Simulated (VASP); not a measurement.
# NaI (Fm-3m) in VASP: a series of runs, part 2 of 3

VASP 6.6.1. Earlier steps stand in the parts before.

## (3) Relaxation of the atoms, LDA (a relaxed cell with its volume scaled by 1.06)

The input, INCAR:

```
SYSTEM = NaI
ALGO     = Normal         ! electronic algorithm
EDIFF    = 1E-7           ! SCF threshold, eV
EDIFFG   = -0.01          ! ionic threshold
ENCUT    = 600            ! plane-wave cutoff, eV
GGA      = CA             ! functional
IBRION   = 2              ! ionic algorithm
ISIF     = 2              ! what is computed and relaxed
ISMEAR   = 0              ! smearing method
LASPH    = .TRUE.         ! aspherical terms in the spheres
LCHARG   = .FALSE.        ! write CHGCAR
LREAL    = .FALSE.        ! projectors in reciprocal space
LWAVE    = .FALSE.        ! write WAVECAR
NELM     = 80             ! most SCF steps
NSW      = 40             ! ionic steps
PREC     = Accurate       ! precision mode
SIGMA    = 0.03           ! smearing width, eV
```

The input, KPOINTS:

```
k-points
0
G
  8 8 8
  0 0 0
```

The input, POSCAR:

```
NaI                                     
1.0
    0.0000000000      3.1920653469      3.1920653469
    3.1920653469      0.0000000000      3.1920653469
    3.1920653469      3.1920653469      0.0000000000
  Na              I             
     1     1
Direct
     0.0000000000000000    0.0000000000000000    0.0000000000000000
     0.5000000000000000    0.5000000000000000    0.5000000000000000
```

Potentials or basis: VASP PAW LDA potentials, release 64 (Na_pv, I).

Launch:

```sh
cat potpaw_LDA.64/Na_pv/POTCAR potpaw_LDA.64/I/POTCAR > POTCAR
mpirun -np 1 vasp_std > vasp.out
```

OUTCAR:

```text
SYSTEM = NaI
   EDIFF = 1E-7
   EDIFFG = -0.01
   ENCUT = 600
   GGA = CA
   IBRION = 2
   ISIF = 2
   ISMEAR = 0
   LASPH = .TRUE.
   LREAL = .FALSE.
   NELM = 80
   NSW = 40
   PREC = Accurate

 ion  position               nearest neighbor table
   1  0.000  0.000  0.000-
   2  0.500  0.500  0.500-

  LATTYP: Found a face centered cubic cell.
 ALAT       =     6.3841306938

  Lattice vectors:

 A1 = (   0.0000000000,   3.1920653469,   3.1920653469)
 A2 = (   3.1920653469,   0.0000000000,   3.1920653469)
 A3 = (   3.1920653469,   3.1920653469,   0.0000000000)

Analysis of symmetry for initial positions (statically):
=====================================================================
 Subroutine PRICEL returns:
 Original cell was already a primitive cell.

 Routine SETGRP: Setting up the symmetry group for a
 face centered cubic supercell.

 Subroutine GETGRP returns: Found 48 space group operations
 (whereof 48 operations were pure point group operations)
 out of a pool of 48 trial point group operations.

The static configuration has the point symmetry O_h .

Analysis of symmetry for dynamics (positions and initial velocities):
[... 167 lines left out ...]

 k-point     1 :       0.0000    0.0000    0.0000
  band No.  band energies     occupation
      1     -21.4308      2.00000
      2     -21.4308      2.00000
      3     -21.4308      2.00000
      4     -10.2772      2.00000
      5       0.9165      2.00000
      6       0.9165      2.00000
      7       0.9165      2.00000
      8       4.3742      0.00000
      9       8.7148      0.00000
     10       8.7148      0.00000
     11       8.7148      0.00000
[... 309 lines left out ...]
 k-point    24 :      -0.3750    0.2500    0.1250
  band No.  band energies     occupation
      1     -21.4365      2.00000
      2     -21.4328      2.00000
      3     -21.4318      2.00000
      4      -9.8702      2.00000
      5      -1.1867      2.00000
      6      -0.0999      2.00000
      7       0.3750      2.00000
      8       6.8940      0.00000
      9       7.0799      0.00000
     10       9.0990      0.00000
     11       9.1583      0.00000

 [... further k-points ...]
[... 5 lines left out ...]
  --------------------------------------------------------------------------------------
  -------------------------------------------------------------------------------------
  Total       -0.4247719     -0.4247719     -0.4247719      0.0000000      0.0000000      0.0000000
  in kB      -10.4621521    -10.4621521    -10.4621521      0.0000000      0.0000000      0.0000000
  external PRESSURE =     -10.4621521 kB  Pullay stress =       0.0000000 kB

 VOLUME and BASIS-vectors are now :
 -----------------------------------------------------------------------------
  energy-cutoff  :      600.00
  volume of cell :       65.05
      direct lattice vectors                 reciprocal lattice vectors
     0.000000000  3.192065347  3.192065347    -0.156638397  0.156638397  0.156638397
     3.192065347  0.000000000  3.192065347     0.156638397 -0.156638397  0.156638397
     3.192065347  3.192065347  0.000000000     0.156638397  0.156638397 -0.156638397

 POSITION                                       TOTAL-FORCE (eV/Angst)
 -----------------------------------------------------------------------------------
      0.00000      0.00000      0.00000        -0.000000      0.000000      0.000000
      3.19207      3.19207      3.19207         0.000000      0.000000     -0.000000
 -----------------------------------------------------------------------------------
    total drift:                                0.000000      0.000000      0.000000

  FREE ENERGIE OF THE ION-ELECTRON SYSTEM (eV)
  ---------------------------------------------------
  free  energy   TOTEN  =        -6.0048397892 eV

  energy  without entropy=       -6.0048397892  energy(sigma->0) =       -6.00483979

 reached required accuracy - stopping structural energy minimisation
```

OSZICAR:

```text
N       E                     dE             d eps       ncg     rms          rms(c)
DAV:   1     0.829821396462E+02    0.82982E+02   -0.73885E+03   638   0.129E+03
DAV:   2     0.723381481579E+00   -0.82259E+02   -0.77702E+02   689   0.248E+02
DAV:   3    -0.589558350138E+01   -0.66190E+01   -0.65789E+01   763   0.693E+01
DAV:   4    -0.607221291605E+01   -0.17663E+00   -0.17652E+00   754   0.118E+01
DAV:   5    -0.607735303427E+01   -0.51401E-02   -0.51399E-02   766   0.208E+00    0.168E+00
DAV:   6    -0.601905995122E+01    0.58293E-01   -0.71280E-02   737   0.203E+00    0.111E+00
DAV:   7    -0.600528398027E+01    0.13776E-01   -0.49209E-02   719   0.148E+00    0.476E-01
DAV:   8    -0.600486978895E+01    0.41419E-03   -0.25859E-03   695   0.535E-01    0.881E-02
DAV:   9    -0.600484153817E+01    0.28251E-04   -0.93004E-05   761   0.116E-01    0.371E-02
DAV:  10    -0.600483994634E+01    0.15918E-05   -0.21674E-05   884   0.655E-02    0.380E-03
DAV:  11    -0.600483978638E+01    0.15995E-06   -0.11417E-06   804   0.167E-02    0.302E-03
DAV:  12    -0.600483978921E+01   -0.28247E-08   -0.59144E-08   427   0.253E-03
   1 F= -.60048398E+01 E0= -.60048398E+01  d E =-.600484E+01
```

It took 12 s on 1 thread of AMD EPYC 9R45 (Zen 5), shared host; peak memory 0.15 GiB.

Results:

```
Free energy             : -6.0048 eV
Pressure after relaxing : -1.0 GPa
Band gap on the k mesh  : 3.46 eV, direct
```

Final structure:
```
Na I
1.0
     0.00000    3.19207    3.19207
     3.19207    0.00000    3.19207
     3.19207    3.19207    0.00000
Na I
1 1
Direct
  0.00000 0.00000 0.00000
  0.50000 0.50000 0.50000
```

Levels at points of the mesh, in eV from the valence-band top:
| k point | band 4 | band 5 | band 6 | band 7 | band 8 | band 9 | band 10 | band 11 |
| --- | --- | --- | --- | --- | --- | --- | --- | --- |
| (0.00, 0.00, 0.00) | -11.19 | 0.00 | 0.00 | 0.00 | 3.46 | 7.80 | 7.80 | 7.80 |
| (0.50, 0.00, 0.00) | -10.83 | -2.40 | -0.31 | -0.31 | 4.87 | 7.31 | 7.31 | 8.78 |
| (0.50, 0.50, 0.00) | -10.75 | -2.09 | -0.82 | -0.82 | 4.29 | 5.30 | 9.88 | 11.27 |

Caveat: the relaxation stopped at its first step, so nothing moved; spin-orbit coupling is left out, which moves the levels of the heavy elements.

## (4) Relaxation of cell and atoms, PBEsol

The input, INCAR:

```
SYSTEM = NaI
  ALGO = Normal
  EDIFF = 1E-6
  EDIFFG = -0.01
  ENCUT = 600
  GGA = PS
  IBRION = 2
  ISIF = 3
  ISMEAR = 0
  LASPH = .TRUE.
  LCHARG = .FALSE.
  LREAL = .FALSE.
  LWAVE = .FALSE.
  NELM = 80
  NSW = 90
  PREC = Accurate
  SIGMA = 0.03
```

KPOINTS is that of step 3.

The input, POSCAR:

```
NaI
1.0
    0.0000000000      3.2364000000      3.2364000000
    3.2364000000      0.0000000000      3.2364000000
    3.2364000000      3.2364000000      0.0000000000
Na I
1 1
Direct
    0.0000000000      0.0000000000      0.0000000000
    0.5000000000      0.5000000000      0.5000000000
```

Potentials or basis: VASP PAW PBE potentials, release 64 (Na_pv, I).

Launch:

```sh
cat potpaw_PBE.64/Na_pv/POTCAR potpaw_PBE.64/I/POTCAR > POTCAR
mpirun -np 1 vasp_std > vasp.out
```

It took 39 s on 1 thread of AMD EPYC 9R45 (Zen 5), shared host; peak memory 0.21 GiB.

Results (log left out):

| Property | Result |
| --- | --- |
| Free energy | -5.6701 eV |
| Relaxed volume | 32.94 Å³/atom |
| Relaxed cell | a = 4.533 Å, b = 4.533 Å, c = 4.533 Å, α = 60.00°, β = 60.00°, γ = 60.00° |
| Space group after relaxing (to 0.05 Å) | Fm-3m (No. 225) |
| Energy gained by relaxing | 1.6 meV/atom |
| Ionic steps | 3 |
| Pressure after relaxing | 0.0 GPa |
| Band gap on the k mesh | 3.58 eV, direct |

Step by step:
```tsv
step	energy change (eV)	largest force (eV/Å)	pressure (GPa)	volume (Å³)
1	0.0000	0.0000	-0.48	67.80
2	-0.0023	0.0000	-0.26	66.80
3	-0.0032	0.0000	-0.03	65.88
```

Final structure:
```
Na I
1.0
     0.00000    3.20564    3.20564
     3.20564    0.00000    3.20564
     3.20564    3.20564    0.00000
Na I
1 1
Direct
  0.00000 0.00000 0.00000
  0.50000 0.50000 0.50000
```

Levels at points of the mesh, in eV from the valence-band top:
| k point | band 3 | band 4 | band 5 | band 6 | band 7 | band 8 | band 9 | band 10 | band 11 |
| --- | --- | --- | --- | --- | --- | --- | --- | --- | --- |
| (0.00, 0.00, 0.00) | -22.21 | -11.13 | 0.00 | 0.00 | 0.00 | 3.58 | 7.84 | 7.84 | 7.84 |
| (0.50, 0.00, 0.00) | -22.22 | -10.79 | -2.32 | -0.30 | -0.30 | 4.95 | 7.40 | 7.40 | 8.91 |
| (0.50, 0.50, 0.00) | -22.22 | -10.70 | -2.04 | -0.80 | -0.80 | 4.46 | 5.37 | 9.90 | 11.37 |

Caveat: the PAW data sets were made with another functional, which shifts forces and pressure a little; spin-orbit coupling is left out, which moves the levels of the heavy elements.

(Continued in part 3 of 3.)
